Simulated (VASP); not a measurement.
# Co (P-3m1) in VASP: notebook

Runs on Co. Level: LDA. Tasks: single point.

Program: VASP 6.6.1. These are calculated values, not measurements. Logs are shortened: lines on timing, memory, paths and dates and some standing lists are left out, and cuts for length are marked.

## 1. The crystal as given

Symmetry: P-3m1, No. 164, trigonal system. Conventional cell: a = 2.487 Å, b = 2.487 Å, c = 4.063 Å, α = 90.00°, β = 90.00°, γ = 120.00°. Co (site symmetry 3m) has 12 Co at 2.42 to 2.55 Å as nearest neighbours.

This isn't the form of Co at room conditions, which is hcp.

## 2. Single point, LDA, collinear spin, ferromagnetic start

INCAR reads:

```
PREC = Accurate
ENCUT = 460
EDIFF = 0.01
ISMEAR = -1
SIGMA = 0.1
LREAL = False
LASPH = True
NELM = 100
ALGO = Normal
ISIF = 2
LWAVE = False
LCHARG = False
ISPIN = 2
MAGMOM = 2 2
LORBIT = 11
LMAXMIX = 4
GGA = CA
NBANDS = 20
ADDGRID = False
```

KPOINTS reads:

```
Automatic mesh
0
Gamma
  11 11 6
```

POSCAR reads:

```
Co
1.0
    2.4873648738      0.0000000000      0.0000000000
   -1.2436824369      2.1541211692      0.0000000000
    0.0000000000      0.0000000000      4.0632895034
Co
2
Direct
    0.3275520000      0.6759820000      0.7288160000
    0.6891290000      0.3188900000      0.2643300000
```

Potentials or basis: VASP PAW LDA potentials, release 64 (Co).

The run is started by

```sh
$ cat potpaw_LDA.64/Co/POTCAR > POTCAR
$ mpirun -np 1 vasp_std > vasp.out
```

OUTCAR:

```text
PREC = Accurate
   ENCUT = 460
   EDIFF = 0.01
   ISMEAR = -1
   LREAL = False
   LASPH = True
   NELM = 100
   ISIF = 2
   ISPIN = 2
   LORBIT = 11
   GGA = CA

 Found    364 irreducible k-points:

 Following reciprocal coordinates:
            Coordinates               Weight
  0.000000  0.000000  0.000000      1.000000
  0.090909 -0.000000  0.000000      2.000000
  0.000000  0.090909  0.000000      2.000000
 -0.090909  0.090909  0.000000      2.000000
  0.181818 -0.000000  0.000000      2.000000
  0.000000  0.181818  0.000000      2.000000
   k-points           NKPTS =    364   k-points in BZ     NKDIM =    364   number of bands    NBANDS=     20
   number of dos      NEDOS =    301   number of ions     NIONS =      2
   total plane-waves  NPLWV =   9072
   dimension x,y,z NGX =    18 NGY =   18 NGZ =   28
   dimension x,y,z NGXF=    36 NGYF=   36 NGZF=   56
   ions per type =               2
   NGX,Y,Z   is equivalent  to a cutoff of  12.03, 12.03, 11.46 a.u.
   NGXF,Y,Z  is equivalent  to a cutoff of  24.06, 24.06, 22.91 a.u.
 SYSTEM =  unknown system
   PREC   = accura    normal or accurate (medium, high low for compatibility)
   ISTART =      0    job   : 0-new  1-cont  2-samecut
   ICHARG =      2    charge: 1-file 2-atom 10-const
   ISPIN  =      2    spin polarized calculation?
   LNONCOLLINEAR =      F non collinear calculations
   LSORBIT =      F    spin-orbit coupling
   LASPH  =      T    aspherical Exc in radial PAW
   ENCUT  =  460.0 eV  33.81 Ry    5.81 a.u.   4.35  4.35  7.11*2*pi/ulx,y,z
   NELM   =    100;   NELMIN=  2; NELMDL= -5     # of ELM steps
   EDIFF  = 0.1E-01   stopping-criterion for ELM
   LREAL  =      F    real-space projection
   EDIFFG = 0.1E+00   stopping-criterion for IOM
   NSW    =      0    number of steps for IOM
   IBRION =     -1    ionic relax: 0-MD 1-quasi-New 2-CG
   NFREE  =      0    steps in history (QN), initial steepest desc. (CG)
   ISIF   =      2    stress and relaxation
   ISYM   =      2    0-nonsym 1-usesym 2-fastsym
   POTIM  = 0.5000    time-step for ionic-motion
   TEBEG  =    0.0;   TEEND  =   0.0 temperature during run
   PSTRESS=    0.0 pullay stress
   NELECT =      18.0000    total number of electrons
   NUPDOWN=      -1.0000    fix difference up-down
   EMIN   =  10.00;   EMAX   =-10.00  energy-range for DOS
   EFERMI =   0.00;   METHOD = LEGACY
   ISMEAR =    -1;   SIGMA  =   0.10  broadening in eV -4-tet -1-fermi 0-gaus
   EFERMI_NEDOS =   21; number of points for ismear=-14 and -15
   IALGO  =     38    algorithm
   IMIX   =      4    mixing-type and parameters
     AMIX     =   0.40;   BMIX     =  1.00
     AMIX_MAG =   1.60;   BMIX_MAG =  1.00
  volume/ion in A,a.u.               =      10.89        73.46
  Fermi-wavevector in a.u.,A,eV,Ry     =   1.536514  2.903591 32.121660  2.360875
  Thomas-Fermi vector in A             =   2.643152
   LORBIT       =     11    0 simple, 1 ext, 2 COOP (PROOUT), +10 PAW based schemes
   GGA     = CA    functional components
   LHFCALC =     F    Hartree Fock is set to
   AEXX    =    0.0000 exact exchange contribution
   IVDW    =     0    specifies the selected vdW correction
   LEPSILON=     F    determine dielectric tensor
   LRPA    =     F    only Hartree local field effects (RPA)
 spin polarized calculation
  energy-cutoff  :      460.00
  volume of cell :       21.77
 maximum number of plane-waves:       525
 NGX is ok and might be reduce to    18
   NGX =  9   NGY =  9   NGZ = 15

 number of electron      18.0000003 magnetization       3.0860165

 Free energy of the ion-electron system (eV)
  ---------------------------------------------------
  ext. energy  EPLUGINS =         0.00000000
  ---------------------------------------------------
  free energy    TOTEN  =       -16.09199309 eV

  energy without entropy =      -16.03206283  energy(sigma->0) =      -16.06202796

 E-fermi :   9.8988     XC(G=0): -13.7029

 val. band max:        9.8945744920   @ k =   0.1818  -0.1818   0.1667
 cond. band min:       9.8997001960   @ k =   0.0909   0.0909   0.0000
 fundamental gap:      0.0051257040
 Fermi energy:         9.8987694492

 spin component 1

 k-point     1 :       0.0000    0.0000    0.0000
  band No.  band energies     occupation
      1       0.9716      1.00000
      2       4.7736      1.00000
      3       7.2889      1.00000
      4       7.3618      1.00000
      5       7.4420      1.00000
      6       7.6742      1.00000
[... 12 lines left out ...]
     19      36.0530      0.00000
     20      36.2086      0.00000

 k-point     2 :       0.0909   -0.0000    0.0000
  band No.  band energies     occupation
      1       1.2623      1.00000
      2       4.9552      1.00000
      3       7.0877      1.00000
      4       7.4613      1.00000
      5       7.5603      1.00000
      6       7.6416      1.00000
[... 12 lines left out ...]
     19      36.8789      0.00000
     20      38.5194      0.00000

 k-point     3 :       0.0000    0.0909    0.0000
  band No.  band energies     occupation
      1       1.2623      1.00000
      2       4.9547      1.00000
      3       7.0889      1.00000
      4       7.4644      1.00000
      5       7.5600      1.00000
      6       7.6342      1.00000
[... 12 lines left out ...]
     19      36.8818      0.00000
     20      38.5250      0.00000

 k-point     4 :      -0.0909    0.0909    0.0000
  band No.  band energies     occupation
      1       1.2613      1.00000
      2       4.9438      1.00000
      3       7.1052      1.00000
      4       7.4963      1.00000
      5       7.5294      1.00000
      6       7.6742      1.00000
[... 12 lines left out ...]
     19      36.9505      0.00000
     20      38.5075      0.00000

 k-point     5 :       0.1818   -0.0000    0.0000
  band No.  band energies     occupation
      1       2.0964      1.00000
      2       5.3924      1.00000
      3       6.7379      1.00000
      4       7.1464      1.00000
      5       7.4200      1.00000
      6       7.7473      1.00000
[... 12 lines left out ...]
     19      35.7735      0.00000
     20      38.0765      0.00000

 k-point     6 :       0.0000    0.1818    0.0000
  band No.  band energies     occupation
      1       2.0962      1.00000
      2       5.3900      1.00000
      3       6.7375      1.00000
      4       7.1465      1.00000
      5       7.4189      1.00000
      6       7.7410      1.00000
[... 12 lines left out ...]
     19      35.7827      0.00000
     20      38.0905      0.00000

 [... further k-points ...]

 spin component 2

 k-point     1 :       0.0000    0.0000    0.0000
  band No.  band energies     occupation
      1       1.1499      1.00000
      2       5.6535      1.00000
      3       8.6395      1.00000
      4       8.7674      0.99999
      5       8.8669      0.99997
      6       9.0937      0.99968
[... 12 lines left out ...]
     19      36.4710      0.00000
     20      36.5774      0.00000

 k-point     2 :       0.0909   -0.0000    0.0000
  band No.  band energies     occupation
      1       1.4418      1.00000
      2       5.8542      1.00000
      3       8.4194      1.00000
      4       8.8599      0.99997
      5       8.9662      0.99991
      6       9.0138      0.99986
[... 12 lines left out ...]
     19      37.0029      0.00000
     20      38.9349      0.00000

 k-point     3 :       0.0000    0.0909    0.0000
  band No.  band energies     occupation
      1       1.4418      1.00000
      2       5.8538      1.00000
      3       8.4200      1.00000
      4       8.8634      0.99997
      5       8.9641      0.99991
      6       9.0121      0.99986
[... 12 lines left out ...]
     19      37.0074      0.00000
     20      38.9405      0.00000

 k-point     4 :      -0.0909    0.0909    0.0000
  band No.  band energies     occupation
      1       1.4409      1.00000
      2       5.8449      1.00000
      3       8.4200      1.00000
      4       8.9132      0.99995
      5       8.9371      0.99993
      6       9.0454      0.99980
[... 12 lines left out ...]
     19      37.1156      0.00000
     20      38.9166      0.00000

 k-point     5 :       0.1818   -0.0000    0.0000
  band No.  band energies     occupation
      1       2.2846      1.00000
      2       6.3538      1.00000
      3       7.9484      1.00000
      4       8.2896      1.00000
      5       8.7317      0.99999
      6       9.1517      0.99943
[... 12 lines left out ...]
     19      36.1703      0.00000
     20      38.3394      0.00000

 k-point     6 :       0.0000    0.1818    0.0000
  band No.  band energies     occupation
      1       2.2843      1.00000
      2       6.3518      1.00000
      3       7.9437      1.00000
      4       8.2926      1.00000
      5       8.7356      0.99999
      6       9.1440      0.99947
[... 12 lines left out ...]
     19      36.1808      0.00000
     20      38.3544      0.00000

 [... further k-points ...]

------------------------ aborting loop because EDIFF is reached ----------------------------------------

  FORCE on cell =-STRESS in cart. coord.  units (eV):
  Direction    XX          YY          ZZ          XY          YZ          ZX
  --------------------------------------------------------------------------------------
  -------------------------------------------------------------------------------------
  Total       -2.6161701     -2.3839329     -2.4025958      0.2228474     -0.0993613      0.2001614
  in kB     -192.5259028   -175.4353913   -176.8088132     16.3995033     -7.3120747     14.7300295
  external PRESSURE =    -181.5900357 kB  Pullay stress =       0.0000000 kB

 VOLUME and BASIS-vectors are now :
 -----------------------------------------------------------------------------
  energy-cutoff  :      460.00
  volume of cell :       21.77
      direct lattice vectors                 reciprocal lattice vectors
     2.487364874  0.000000000  0.000000000     0.402031889  0.232113220  0.000000000
    -1.243682437  2.154121169  0.000000000     0.000000000  0.464226439  0.000000000
     0.000000000  0.000000000  4.063289503     0.000000000  0.000000000  0.246106018

 POSITION                                       TOTAL-FORCE (eV/Angst)
 -----------------------------------------------------------------------------------
     -0.02597      1.45615      2.96139         0.249711     -0.125908      0.909733
      1.31752      0.68693      1.07405        -0.249711      0.125908     -0.909733
 -----------------------------------------------------------------------------------
    total drift:                                0.000011      0.000009      0.000064

  FREE ENERGIE OF THE ION-ELECTRON SYSTEM (eV)
  ---------------------------------------------------
  free  energy   TOTEN  =       -16.0919930900 eV

  energy  without entropy=      -16.0320628317  energy(sigma->0) =      -16.06202796

 total charge

# of ion       s       p       d       tot
------------------------------------------
    1        0.493   0.519   7.287   8.300
    2        0.493   0.519   7.287   8.300
--------------------------------------------------
tot          0.986   1.038  14.575  16.599

 magnetization (x)

# of ion       s       p       d       tot
------------------------------------------
    1       -0.013  -0.039   1.595   1.543
    2       -0.013  -0.039   1.595   1.543
--------------------------------------------------
tot         -0.026  -0.078   3.190   3.087
```

Wall time 65 s (1 thread of Intel Xeon 6975P-C (Granite Rapids), shared host); peak memory 0.27 GiB.

These settings aren't checked as converged: the numbers below hold their error.

Results:

| Property | Result |
| --- | --- |
| Free energy | -16.0920 eV |
| Pressure | -18.2 GPa |
| Largest force | 0.952 eV/Å |
| Band gap on the k mesh | none (metal or under the smearing width) |
| Net moment | 3.09 μB per cell |
| Site moments | Co +1.54 μB |
| Valence electrons inside the program's atomic spheres | Co 8.30 |

## 3. Single point, LDA, collinear spin, ferromagnetic start

Changes to INCAR since step 2:

```diff
@@ -2,3 +2,3 @@
 ENCUT = 460
-EDIFF = 0.01
+EDIFF = 0.001
 ISMEAR = -1
```

KPOINTS is that of step 2.

POSCAR reads:

```
Co
1.0
    2.4873648738      0.0000000000      0.0000000000
   -1.2436824369      2.1541211692      0.0000000000
    0.0000000000      0.0000000000      4.0632895034
Co
2
Direct
    0.3333333333      0.6666666667      0.7401390000
    0.6666666667      0.3333333333      0.2598610000
```

Potentials or basis: VASP PAW LDA potentials, release 64 (Co).

The run is started by

```sh
$ cat potpaw_LDA.64/Co/POTCAR > POTCAR
$ mpirun -np 1 vasp_std > vasp.out
```

It took 22 s on 1 thread of Intel Xeon 6975P-C (Granite Rapids), shared host; peak memory 0.15 GiB.

These settings aren't checked as converged: the numbers below hold their error.

What came out:

```yaml
Free_energy: -16.1491 eV
Pressure: -19.2 GPa
Largest_force: 0.428 eV/Å
Band_gap_on_the_k_mesh: none (metal or under the smearing width)
Net_moment: 3.07 μB per cell
Site_moments: Co +1.54 μB
Valence_electrons_inside_the_program's_atomic_spheres: Co 8.28
```

## 4. For comparison

An earlier run on the cell as given: functional PBE; potentials or basis VASP PAW PBE potentials, release 64 (Co); cutoff 520 eV; k mesh 12 × 12 × 7; occupations fermi-dirac, width 0.05 eV; collinear spin, ferromagnetic start; starting moments [2.0, 2.0] μB.

* Pressure: 0.0 GPa
* Largest force: 0.481 eV/Å
* Band gap on the k mesh: none (metal or under the smearing width)
* Net moment: 3.26 μB per cell
* Site moments: Co +1.65 μB
* Valence electrons inside the program's atomic spheres: Co 8.27
